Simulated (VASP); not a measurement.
# GaSe (P6_3/mmc) in VASP: band structure with PBE

Aim: the band structure of GaSe with PBE.

All numbers are computed with VASP 6.6.1; they aren't measurements. Logs are shortened: lines on timing, memory, paths and dates and some standing lists are left out, and cuts for length are marked.

## 1. The structure

Symmetry: P6_3/mmc, No. 194, hexagonal system. Conventional cell: a = 3.742 Å, b = 3.742 Å, c = 15.919 Å, α = 90.00°, β = 90.00°, γ = 120.00°. Around Ga (site symmetry 3m) lie 1 Ga at 2.32 Å and 3 Se at 2.48 Å. Se (site symmetry 3m) has 3 Ga at 2.48 Å as nearest neighbours.

## 2. Band structure, PBE

Input file POSCAR:

```
GaSe
1.0
    3.7420000000      0.0000000000      0.0000000000
   -1.8710000000      3.2406670600      0.0000000000
    0.0000000000      0.0000000000     15.9190000000
Ga Se
4 4
Direct
    0.3333333300      0.6666666700      0.1770000000
    0.6666666700      0.3333333300      0.6770000000
    0.3333333300      0.6666666700      0.3230000000
    0.6666666700      0.3333333300      0.8230000000
    0.3333333300      0.6666666700      0.6000000000
    0.6666666700      0.3333333300      0.1000000000
    0.3333333300      0.6666666700      0.9000000000
    0.6666666700      0.3333333300      0.4000000000
```

Input file INCAR.step1:

```
  PREC = Accurate
  ENCUT = 520
  EDIFF = 1E-6
  ISMEAR = 0
  SIGMA = 0.02
  LREAL = F
  LASPH = T
  NELM = 80
  ALGO = Normal
  ISIF = 2
  LWAVE = F
  LCHARG = T
  GGA = PE
```

Input file KPOINTS.step1:

```
Automatic mesh
0
Gamma
  9 9 2
```

Input file INCAR.step2:

```
  PREC = Accurate
  ENCUT = 520
  EDIFF = 1E-6
  ISMEAR = 0
  SIGMA = 0.05
  LREAL = F
  LASPH = T
  NELM = 80
  ALGO = Normal
  ISIF = 2
  LWAVE = F
  LCHARG = F
  GGA = PE
  ICHARG = 11
```

Input file KPOINTS.step2:

```
path GMKGALHA,LM,KH
20
line-mode
reciprocal
 0.0000000000  0.0000000000  0.0000000000  G
 0.5000000000  0.0000000000  0.0000000000  M

 0.5000000000  0.0000000000  0.0000000000  M
 0.3333333333  0.3333333333  0.0000000000  K

 0.3333333333  0.3333333333  0.0000000000  K
 0.0000000000  0.0000000000  0.0000000000  G

 0.0000000000  0.0000000000  0.0000000000  G
 0.0000000000  0.0000000000  0.5000000000  A

 0.0000000000  0.0000000000  0.5000000000  A
 0.5000000000  0.0000000000  0.5000000000  L

 0.5000000000  0.0000000000  0.5000000000  L
 0.3333333333  0.3333333333  0.5000000000  H

 0.3333333333  0.3333333333  0.5000000000  H
 0.0000000000  0.0000000000  0.5000000000  A

 0.5000000000  0.0000000000  0.5000000000  L
 0.5000000000  0.0000000000  0.0000000000  M

 0.3333333333  0.3333333333  0.0000000000  K
 0.3333333333  0.3333333333  0.5000000000  H
```

Potentials or basis: VASP PAW PBE potentials, release 64 (Ga_d, Se).

Command:

```
$ cat potpaw_PBE.64/Ga_d/POTCAR potpaw_PBE.64/Se/POTCAR > POTCAR
$ cp INCAR.step1 INCAR
$ cp KPOINTS.step1 KPOINTS
$ mpirun -np 1 vasp_std > vasp.out
$ cp INCAR.step2 INCAR
$ cp KPOINTS.step2 KPOINTS
$ mpirun -np 1 vasp_std > vasp.out
```

OUTCAR:

```text
PREC = Accurate
   ENCUT = 520
   EDIFF = 1E-6
   ISMEAR = 0
   LREAL = F
   LASPH = T
   NELM = 80
   ISIF = 2
   GGA = PE
   ICHARG = 11

 ion  position               nearest neighbor table
   1  0.333  0.667  0.177-   3 2.32   6 2.48   6 2.48   6 2.48
   2  0.667  0.333  0.677-   4 2.32   5 2.48   5 2.48   5 2.48
   3  0.333  0.667  0.323-   1 2.32   8 2.48   8 2.48   8 2.48
   4  0.667  0.333  0.823-   2 2.32   7 2.48   7 2.48   7 2.48
   5  0.333  0.667  0.600-   2 2.48   2 2.48   2 2.48
   6  0.667  0.333  0.100-   1 2.48   1 2.48   1 2.48
   7  0.333  0.667  0.900-   4 2.48   4 2.48   4 2.48
   8  0.667  0.333  0.400-   3 2.48   3 2.48   3 2.48

  LATTYP: Found a hexagonal cell.
 ALAT       =     3.7420000000
 C/A-ratio  =     4.2541421700

  Lattice vectors:

 A1 = (   3.7420000000,   0.0000000000,   0.0000000000)
 A2 = (  -1.8710000000,   3.2406670600,   0.0000000000)
 A3 = (   0.0000000000,   0.0000000000,  15.9190000000)

Analysis of symmetry for initial positions (statically):
=====================================================================
 Subroutine PRICEL returns:
 Original cell was already a primitive cell.

 Routine SETGRP: Setting up the symmetry group for a
 hexagonal supercell.

 Subroutine GETGRP returns: Found 24 space group operations
 (whereof 12 operations were pure point group operations)
 out of a pool of 24 trial point group operations.

The static configuration has the point symmetry D_3d.
 The point group associated with its full space group is D_6h.

Analysis of symmetry for dynamics (positions and initial velocities):
=====================================================================
 Subroutine PRICEL returns:
 Original cell was already a primitive cell.

 Routine SETGRP: Setting up the symmetry group for a
 hexagonal supercell.

 Subroutine GETGRP returns: Found 24 space group operations
 (whereof 12 operations were pure point group operations)
 out of a pool of 24 trial point group operations.

The dynamic configuration has the point symmetry D_3d.
 The point group associated with its full space group is D_6h.

 Subroutine INISYM returns: Found 24 space group operations
 (whereof 12 operations are pure point group operations),
 and found     1 'primitive' translations

----------------------------------------------------------------------------------------

                                     Primitive cell

  volume of cell :     193.0430

  direct lattice vectors                    reciprocal lattice vectors
     3.742000000  0.000000000  0.000000000     0.267236772  0.154289222  0.000000000
    -1.871000000  3.240667060  0.000000000     0.000000000  0.308578444  0.000000000
     0.000000000  0.000000000 15.919000000     0.000000000  0.000000000  0.062818016

  length of vectors
     3.742000000  3.741999999 15.919000000     0.308578444  0.308578444  0.062818016

  position of ions in fractional coordinates (direct lattice)
     0.333333330  0.666666670  0.177000000
     0.666666670  0.333333330  0.677000000
     0.333333330  0.666666670  0.323000000
     0.666666670  0.333333330  0.823000000
     0.333333330  0.666666670  0.600000000
     0.666666670  0.333333330  0.100000000
     0.333333330  0.666666670  0.900000000
     0.666666670  0.333333330  0.400000000

  ion indices of the primitive-cell ions
   primitive index   ion index
                 1           1
                 2           2
                 3           3
                 4           4
                 5           5
                 6           6
                 7           7
                 8           8

----------------------------------------------------------------------------------------

 KPOINTS: path GMKGALHA,LM,KH

Interpolating k-points between supplied coordinates.

 Line segments in fractional coordinates (reciprocal lattice):
    0.000000  0.000000  0.000000  ...  0.500000  0.000000  0.000000
    0.500000  0.000000  0.000000  ...  0.333333  0.333333  0.000000
    0.333333  0.333333  0.000000  ...  0.000000  0.000000  0.000000
    0.000000  0.000000  0.000000  ...  0.000000  0.000000  0.500000
    0.000000  0.000000  0.500000  ...  0.500000  0.000000  0.500000
    0.500000  0.000000  0.500000  ...  0.333333  0.333333  0.500000
    0.333333  0.333333  0.500000  ...  0.000000  0.000000  0.500000
    0.500000  0.000000  0.500000  ...  0.500000  0.000000  0.000000
    0.333333  0.333333  0.000000  ...  0.333333  0.333333  0.500000

 Generated    20 points on each line segment, for a total of    180 k-points:

 Following reciprocal coordinates:
            Coordinates               Weight
  0.000000  0.000000  0.000000      0.005556
  0.026316  0.000000  0.000000      0.005556
  0.052632  0.000000  0.000000      0.005556
  0.078947  0.000000  0.000000      0.005556
  0.105263  0.000000  0.000000      0.005556
  0.131579  0.000000  0.000000      0.005556
[... 16 lines left out ...]
  0.482456  0.035088  0.000000      0.005556
  0.473684  0.052632  0.000000      0.005556
 [... further k-points ...]
   k-points           NKPTS =    180   k-points in BZ     NKDIM =    180   number of bands    NBANDS=     45
   number of dos      NEDOS =    301   number of ions     NIONS =      8
   total plane-waves  NPLWV =  94080
   dimension x,y,z NGX =    28 NGY =   28 NGZ =  120
   dimension x,y,z NGXF=    56 NGYF=   56 NGZF=  240
   ions per type =               4   4
   NGX,Y,Z   is equivalent  to a cutoff of  12.44, 12.44, 12.53 a.u.
   NGXF,Y,Z  is equivalent  to a cutoff of  24.88, 24.88, 25.06 a.u.
 SYSTEM =  unknown system
   PREC   = accura    normal or accurate (medium, high low for compatibility)
   ISTART =      0    job   : 0-new  1-cont  2-samecut
   ICHARG =     11    charge: 1-file 2-atom 10-const
   ISPIN  =      1    spin polarized calculation?
   LNONCOLLINEAR =      F non collinear calculations
   LSORBIT =      F    spin-orbit coupling
   LASPH  =      T    aspherical Exc in radial PAW
   ENCUT  =  520.0 eV  38.22 Ry    6.18 a.u.   6.96  6.96 29.60*2*pi/ulx,y,z
   NELM   =     80;   NELMIN=  2; NELMDL=  0     # of ELM steps
   EDIFF  = 0.1E-05   stopping-criterion for ELM
   LREAL  =      F    real-space projection
[... 7 lines left out ...]
   TEBEG  =    0.0;   TEEND  =   0.0 temperature during run
   PSTRESS=    0.0 pullay stress
   NELECT =      76.0000    total number of electrons
   NUPDOWN=      -1.0000    fix difference up-down
   EMIN   =  10.00;   EMAX   =-10.00  energy-range for DOS
   EFERMI =   0.00;   METHOD = LEGACY
   ISMEAR =     0;   SIGMA  =   0.05  broadening in eV -4-tet -1-fermi 0-gaus
   EFERMI_NEDOS =   21; number of points for ismear=-14 and -15
   IALGO  =     38    algorithm
   IMIX   =      4    mixing-type and parameters
     AMIX     =   0.40;   BMIX     =  1.00
     AMIX_MAG =   1.60;   BMIX_MAG =  1.00
  volume/ion in A,a.u.               =      24.13       162.84
  Fermi-wavevector in a.u.,A,eV,Ry     =   1.199853  2.267393 19.587589  1.439647
  Thomas-Fermi vector in A             =   2.335705
   LORBIT       =      0    0 simple, 1 ext, 2 COOP (PROOUT), +10 PAW based schemes
   GGA     = PE    functional components
[... 6 lines left out ...]
 Gauss-broadening in eV      SIGMA  =   0.05
  energy-cutoff  :      520.00
  volume of cell :      193.04
 maximum number of plane-waves:      5230
 NGX is ok and might be reduce to    28

 number of electron      76.0000014 magnetization

 Free energy of the ion-electron system (eV)
  ---------------------------------------------------
  ext. energy  EPLUGINS =         0.00000000
  ---------------------------------------------------
  free energy    TOTEN  =       -27.70498349 eV

  energy without entropy =      -27.70498349  energy(sigma->0) =      -27.70498349

 E-fermi :   3.6530     XC(G=0):  -9.3303

 val. band max:        3.4093138297   @ k =   0.0000   0.0000   0.0000
 cond. band min:       4.6104214623   @ k =   0.0000   0.0000   0.0000
 fundamental gap:      1.2011076326
 Fermi energy:         3.6530391021

 k-point     1 :       0.0000    0.0000    0.0000
  band No.  band energies     occupation
      1     -11.7893      2.00000
      2     -11.7892      2.00000
      3     -11.6064      2.00000
      4     -11.6064      2.00000
      5     -11.6063      2.00000
      6     -11.6063      2.00000
[... 37 lines left out ...]
     44       7.4303      0.00000
     45       7.4783      0.00000

 k-point     2 :       0.0263    0.0000    0.0000
  band No.  band energies     occupation
      1     -11.7892      2.00000
      2     -11.7891      2.00000
      3     -11.6083      2.00000
      4     -11.6081      2.00000
      5     -11.6064      2.00000
      6     -11.6063      2.00000
[... 37 lines left out ...]
     44       7.4206      0.00000
     45       7.4508      0.00000

 k-point     3 :       0.0526    0.0000    0.0000
  band No.  band energies     occupation
      1     -11.7889      2.00000
      2     -11.7887      2.00000
      3     -11.6143      2.00000
      4     -11.6132      2.00000
      5     -11.6064      2.00000
      6     -11.6063      2.00000
[... 37 lines left out ...]
     44       7.3848      0.00000
     45       7.5211      0.00000

 k-point     4 :       0.0789    0.0000    0.0000
  band No.  band energies     occupation
      1     -11.7884      2.00000
      2     -11.7882      2.00000
      3     -11.6237      2.00000
      4     -11.6213      2.00000
      5     -11.6065      2.00000
      6     -11.6064      2.00000
[... 901 lines left out ...]
     44       7.2482      0.00000
     45       7.3372      0.00000

 k-point    23 :       0.4825    0.0351    0.0000
  band No.  band energies     occupation
      1     -11.7935      2.00000
      2     -11.7925      2.00000
      3     -11.7631      2.00000
      4     -11.7606      2.00000
      5     -11.6652      2.00000
      6     -11.6613      2.00000
[... 37 lines left out ...]
     44       7.2623      0.00000
     45       7.3371      0.00000

 k-point    24 :       0.4737    0.0526    0.0000
  band No.  band energies     occupation
      1     -11.7932      2.00000
      2     -11.7923      2.00000
      3     -11.7631      2.00000
      4     -11.7607      2.00000
      5     -11.6652      2.00000
      6     -11.6614      2.00000
[... 37 lines left out ...]
     44       7.3022      0.00000
     45       7.4332      0.00000

 [... further k-points ...]

------------------------ aborting loop because EDIFF is reached ----------------------------------------

  FORCE on cell =-STRESS in cart. coord.  units (eV):
  Direction    XX          YY          ZZ          XY          YZ          ZX
  --------------------------------------------------------------------------------------
  -------------------------------------------------------------------------------------
  Total        5.5731096      5.5731095      6.7241145      0.0000000      0.0000000     -0.0000000
  in kB       46.2545204     46.2545203     55.8073883      0.0000000      0.0000000     -0.0000000
  external PRESSURE =      49.4388097 kB  Pullay stress =       0.0000000 kB

 VOLUME and BASIS-vectors are now :
 -----------------------------------------------------------------------------
  energy-cutoff  :      520.00
  volume of cell :      193.04
      direct lattice vectors                 reciprocal lattice vectors
     3.742000000  0.000000000  0.000000000     0.267236772  0.154289222  0.000000000
    -1.871000000  3.240667060  0.000000000     0.000000000  0.308578444  0.000000000
     0.000000000  0.000000000 15.919000000     0.000000000  0.000000000  0.062818016

 POSITION                                       TOTAL-FORCE (eV/Angst)
 -----------------------------------------------------------------------------------
     -0.00000      2.16044      2.81766        -0.000000      0.000000     -1.174568
      1.87100      1.08022     10.77716         0.000000     -0.000000     -1.174568
     -0.00000      2.16044      5.14184         0.000000      0.000000      1.174568
      1.87100      1.08022     13.10134         0.000000     -0.000000      1.174568
     -0.00000      2.16044      9.55140        -0.000000     -0.000000     -0.000972
      1.87100      1.08022      1.59190        -0.000000      0.000000     -0.000972
     -0.00000      2.16044     14.32710        -0.000000     -0.000000      0.000972
      1.87100      1.08022      6.36760        -0.000000      0.000000      0.000972
 -----------------------------------------------------------------------------------
    total drift:                               -0.000018      0.000010     -0.000005

  FREE ENERGIE OF THE ION-ELECTRON SYSTEM (eV)
  ---------------------------------------------------
  free  energy   TOTEN  =       -27.7049834894 eV

  energy  without entropy=      -27.7049834894  energy(sigma->0) =      -27.70498349
```

Run time: 16 min. Hardware: 1 thread of Intel Xeon Platinum 8375C at 2.90GHz (Ice Lake), shared host; peak memory 1.1 GiB.

Results:

- Band gap on the k mesh: 1.20 eV, direct
- Band gap along the path: 1.20 eV, direct

Levels at the corners of the path, in eV from the valence-band top:
```csv
point,band 36,band 37,band 38,band 39,band 40,band 41
Γ,-0.91,-0.91,0.00,1.20,2.22,2.49
M,-2.13,-2.08,-1.92,1.25,1.30,1.92
M,-2.13,-2.08,-1.92,1.25,1.30,1.92
K,-2.32,-2.16,-2.16,1.34,1.95,2.85
K,-2.32,-2.16,-2.16,1.34,1.95,2.85
Γ,-0.91,-0.91,0.00,1.20,2.22,2.49
Γ,-0.91,-0.91,0.00,1.20,2.22,2.49
A,-0.95,-0.87,-0.87,1.83,1.83,2.53
A,-0.95,-0.87,-0.87,1.83,1.83,2.53
L,-2.20,-2.16,-2.16,1.52,1.52,1.73
L,-2.20,-2.16,-2.16,1.52,1.52,1.73
H,-2.70,-1.91,-1.91,1.60,1.60,2.64
H,-2.70,-1.91,-1.91,1.60,1.60,2.64
A,-0.95,-0.87,-0.87,1.83,1.83,2.53
L,-2.20,-2.16,-2.16,1.52,1.52,1.73
M,-2.13,-2.08,-1.92,1.25,1.30,1.92
K,-2.32,-2.16,-2.16,1.34,1.95,2.85
H,-2.70,-1.91,-1.91,1.60,1.60,2.64
```

Caveat: the log is that of the step along the path at fixed density, whose energy, stress, charges and moments have no meaning; this functional lacks dispersion, which binds the layers, so the pressure and a relaxed spacing across them are unreliable.
